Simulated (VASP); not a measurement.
# Nb (Fm-3m) in VASP: a series of runs

Runs on Nb. Level: LDA. Tasks: single point.

All numbers are computed with VASP 6.6.1; they aren't measurements. Logs are shortened: lines on timing, memory, paths and dates and some standing lists are left out, and cuts for length are marked.

### Step 1. The crystal as given

Symmetry: Fm-3m, No. 225, cubic system. The conventional cell has a = 4.193 Å, b = 4.193 Å, c = 4.193 Å, α = 90.00°, β = 90.00°, γ = 90.00°. Nb (site symmetry m-3m) has 12 Nb at 2.96 Å as nearest neighbours.

This isn't the form of Nb at room conditions, which is bcc.

### Step 2. Single point, LDA

INCAR

```
SYSTEM = Nb
PREC = Accurate
ENCUT = 520
EDIFF = 1E-6
ISMEAR = 0
SIGMA = 0.15
LREAL = .FALSE.
LASPH = .TRUE.
NELM = 100
ALGO = Fast
ISIF = 2
LWAVE = .FALSE.
LCHARG = .TRUE.
GGA = CA
LELF = .TRUE.
LVHAR = .TRUE.
NBANDS = 12
```

KPOINTS

```
regular mesh
0
G
  22 22 22
  0 0 0
```

POSCAR

```
Nb
1.0
   -1.4824855499      1.4824855499      2.0962345675
    1.4824855499     -1.4824855499      2.0962345675
    1.4824855499      1.4824855499     -2.0962345675
Nb
1
Direct
    0.0000000000      0.0000000000      0.0000000000
```

Potentials or basis: VASP PAW LDA potentials, release 64 (Nb_sv).

Started as:

```console
$ cat potpaw_LDA.64/Nb_sv/POTCAR > POTCAR
$ mpirun -np 1 vasp_std > vasp.out
```

OUTCAR:

```text
SYSTEM = Nb
   PREC = Accurate
   ENCUT = 520
   EDIFF = 1E-6
   ISMEAR = 0
   LREAL = .FALSE.
   LASPH = .TRUE.
   NELM = 100
   ISIF = 2
   GGA = CA

 ion  position               nearest neighbor table
   1  0.000  0.000  0.000-

  LATTYP: Found a body centered tetragonal cell.
 ALAT       =     2.9649710998
 C/A-ratio  =     1.4140000000

  Lattice vectors:

 A1 = (  -1.4824855499,   1.4824855499,   2.0962345675)
 A2 = (   1.4824855499,  -1.4824855499,   2.0962345675)
 A3 = (   1.4824855499,   1.4824855499,  -2.0962345675)

Analysis of symmetry for initial positions (statically):
=====================================================================
 Subroutine PRICEL returns:
 Original cell was already a primitive cell.

 Routine SETGRP: Setting up the symmetry group for a
 body centered tetragonal supercell.

 Subroutine GETGRP returns: Found 16 space group operations
 (whereof 16 operations were pure point group operations)
 out of a pool of 16 trial point group operations.

The static configuration has the point symmetry D_4h.

Analysis of symmetry for dynamics (positions and initial velocities):
=====================================================================
 Subroutine PRICEL returns:
 Original cell was already a primitive cell.

 Routine SETGRP: Setting up the symmetry group for a
 body centered tetragonal supercell.

 Subroutine GETGRP returns: Found 16 space group operations
 (whereof 16 operations were pure point group operations)
 out of a pool of 16 trial point group operations.

The dynamic configuration has the point symmetry D_4h.

 Subroutine INISYM returns: Found 16 space group operations
 (whereof 16 operations are pure point group operations),
 and found     1 'primitive' translations

----------------------------------------------------------------------------------------

                                     Primitive cell

  volume of cell :      18.4281

  direct lattice vectors                    reciprocal lattice vectors
    -1.482485550  1.482485550  2.096234567     0.000000000  0.337271416  0.238522925
     1.482485550 -1.482485550  2.096234567     0.337271416  0.000000000  0.238522925
     1.482485550  1.482485550 -2.096234567     0.337271416  0.337271416  0.000000000

  length of vectors
     2.964747236  2.964747236  2.964747236     0.413092234  0.413092234  0.476973810

  position of ions in fractional coordinates (direct lattice)
     0.000000000  0.000000000  0.000000000

  ion indices of the primitive-cell ions
   primitive index   ion index
                 1           1

[... 82 lines left out ...]
   NELECT =      13.0000    total number of electrons
   NUPDOWN=      -1.0000    fix difference up-down
   EMIN   =  10.00;   EMAX   =-10.00  energy-range for DOS
   EFERMI =   0.00;   METHOD = LEGACY
   ISMEAR =     0;   SIGMA  =   0.15  broadening in eV -4-tet -1-fermi 0-gaus
   EFERMI_NEDOS =   21; number of points for ismear=-14 and -15
   IALGO  =     68    algorithm
   IMIX   =      4    mixing-type and parameters
     AMIX     =   0.40;   BMIX     =  1.00
     AMIX_MAG =   1.60;   BMIX_MAG =  1.00
  volume/ion in A,a.u.               =      18.43       124.36
  Fermi-wavevector in a.u.,A,eV,Ry     =   1.457345  2.753983 28.896790  2.123854
  Thomas-Fermi vector in A             =   2.574157
   LORBIT       =      0    0 simple, 1 ext, 2 COOP (PROOUT), +10 PAW based schemes
   GGA     = CA    functional components
   LHFCALC =     F    Hartree Fock is set to
   AEXX    =    0.0000 exact exchange contribution
   IVDW    =     0    specifies the selected vdW correction
   LEPSILON=     F    determine dielectric tensor
   LRPA    =     F    only Hartree local field effects (RPA)
 non-spin polarized calculation
 RMM-DIIS sequential band-by-band and
 Gauss-broadening in eV      SIGMA  =   0.15
  energy-cutoff  :      520.00
  volume of cell :       18.43
 maximum number of plane-waves:       531
 NGX is ok and might be reduce to    24
   NGX = 11   NGY = 11   NGZ = 11

 number of electron      13.0000001 magnetization

 Free energy of the ion-electron system (eV)
  ---------------------------------------------------
  ext. energy  EPLUGINS =         0.00000000
  ---------------------------------------------------
  free energy    TOTEN  =       -10.88399397 eV

  energy without entropy =      -10.86657470  energy(sigma->0) =      -10.87528434

 E-fermi :  11.0256     XC(G=0): -12.6002

 val. band max:       11.0247272962   @ k =   0.2273   0.0909   0.0455
 cond. band min:      11.0256085036   @ k =  -0.1364   0.2727   0.0909
 fundamental gap:      0.0008812073
 Fermi energy:        11.0255847656

 k-point     1 :       0.0000    0.0000    0.0000
  band No.  band energies     occupation
      1     -43.4346      2.00000
      2     -18.9417      2.00000
      3     -18.9417      2.00000
      4     -18.9416      2.00000
      5       4.7827      2.00000
      6      11.0974      0.49839
      7      11.0974      0.49839
      8      11.0992      0.48784
      9      13.7381      0.00000
     10      13.7404      0.00000
     11      22.9205      0.00000
     12      27.7092      0.00000
[... 331 lines left out ...]
 k-point    24 :      -0.4545    0.0455    0.0000
  band No.  band energies     occupation
      1     -43.2266      2.00000
      2     -20.1713      2.00000
      3     -19.1137      2.00000
      4     -19.1122      2.00000
      5       7.2008      2.00000
      6      10.8254      1.94092
      7      11.0181      1.05631
      8      12.0901      0.00000
      9      15.6280      0.00000
     10      15.7180      0.00000
     11      21.7680      0.00000
     12      23.3123      0.00000

 [... further k-points ...]

------------------------ aborting loop because EDIFF is reached ----------------------------------------

  FORCE on cell =-STRESS in cart. coord.  units (eV):
  Direction    XX          YY          ZZ          XY          YZ          ZX
  --------------------------------------------------------------------------------------
  -------------------------------------------------------------------------------------
  Total       -0.7572442     -0.7572442     -0.7623250      0.0000000      0.0000000     -0.0000000
  in kB      -65.8363474    -65.8363474    -66.2780858      0.0000000      0.0000000     -0.0000000
  external PRESSURE =     -65.9835935 kB  Pullay stress =       0.0000000 kB

 VOLUME and BASIS-vectors are now :
 -----------------------------------------------------------------------------
  energy-cutoff  :      520.00
  volume of cell :       18.43
      direct lattice vectors                 reciprocal lattice vectors
    -1.482485550  1.482485550  2.096234567     0.000000000  0.337271416  0.238522925
     1.482485550 -1.482485550  2.096234567     0.337271416  0.000000000  0.238522925
     1.482485550  1.482485550 -2.096234567     0.337271416  0.337271416  0.000000000

 POSITION                                       TOTAL-FORCE (eV/Angst)
 -----------------------------------------------------------------------------------
      0.00000      0.00000      0.00000         0.000000      0.000000      0.000000
 -----------------------------------------------------------------------------------
    total drift:                                0.000000     -0.000000     -0.000000

  FREE ENERGIE OF THE ION-ELECTRON SYSTEM (eV)
  ---------------------------------------------------
  free  energy   TOTEN  =       -10.8839939739 eV

  energy  without entropy=      -10.8665746984  energy(sigma->0) =      -10.87528434
```

Run time: 2.7 min. Hardware: 1 thread of Intel Xeon Platinum 8488C (Sapphire Rapids), shared host; peak memory 0.28 GiB.

Results:

```
Free energy            : -10.8840 eV
Pressure               : -6.6 GPa
Band gap on the k mesh : none (metal or under the smearing width)
```

### Step 3. Single point, LDA

INCAR

```
PREC     = Accurate       # precision mode
ENCUT    = 520            # plane-wave cutoff, eV
EDIFF    = 1E-6           # SCF threshold, eV
ISMEAR   = 0              # smearing method
SIGMA    = 0.15           # smearing width, eV
LREAL    = F              # projectors in reciprocal space
LASPH    = T              # aspherical terms in the spheres
NELM     = 100            # most SCF steps
ALGO     = Fast           # electronic algorithm
ISIF     = 2              # what is computed and relaxed
LWAVE    = F              # write WAVECAR
LCHARG   = T              # write CHGCAR
LELF     = T              # ELF
LVHAR    = T            
NBANDS   = 12             # bands
```

KPOINTS

```
regular mesh
0
Gamma
  22 22 22
```

POSCAR

```
Nb
1.0
   -1.8678147505      1.8678147505      1.3205450286
    1.8678147505     -1.8678147505      1.3205450286
    1.8678147505      1.8678147505     -1.3205450286
Nb
1
Direct
    0.0000000000      0.0000000000      0.0000000000
```

Potentials or basis: VASP PAW LDA potentials, release 64 (Nb_sv).

Started as:

```console
$ cat potpaw_LDA.64/Nb_sv/POTCAR > POTCAR
$ mpirun -np 1 vasp_std > vasp.out
```

Wall time 2.6 min (1 thread of Intel Xeon Platinum 8488C (Sapphire Rapids), shared host); peak memory 0.28 GiB.

Results (log left out):

```yaml
Free_energy: -10.9391 eV
Pressure: -6.5 GPa
Band_gap_on_the_k_mesh: none (metal or under the smearing width)
```

Stress tensor (GPa, compression positive):
```
-8.38  0.00  0.00
 0.00 -8.38  0.00
 0.00  0.00 -2.79
```

Levels at points of the mesh, in eV from the Fermi level:
```
           k point  band 3  band 4  band 5  band 6  band 7  band 8  band 9  band 10  band 11  band 12
(0.00, 0.00, 0.00)  -30.01  -29.34   -6.10   -2.00   -0.57    2.62    2.62     4.24    12.76    12.76
(0.50, 0.00, 0.00)  -30.25  -30.15   -3.95   -2.83    2.36    3.37    4.90     6.02    11.63    13.26
(0.50, 0.50, 0.00)  -29.91  -29.50   -3.72   -0.57    0.49    1.84    1.99     5.86     9.62    13.28
(0.50, 0.50, 0.50)  -30.94  -29.67   -4.22   -3.54    5.48    5.48    5.79     6.04     6.04    15.13
```
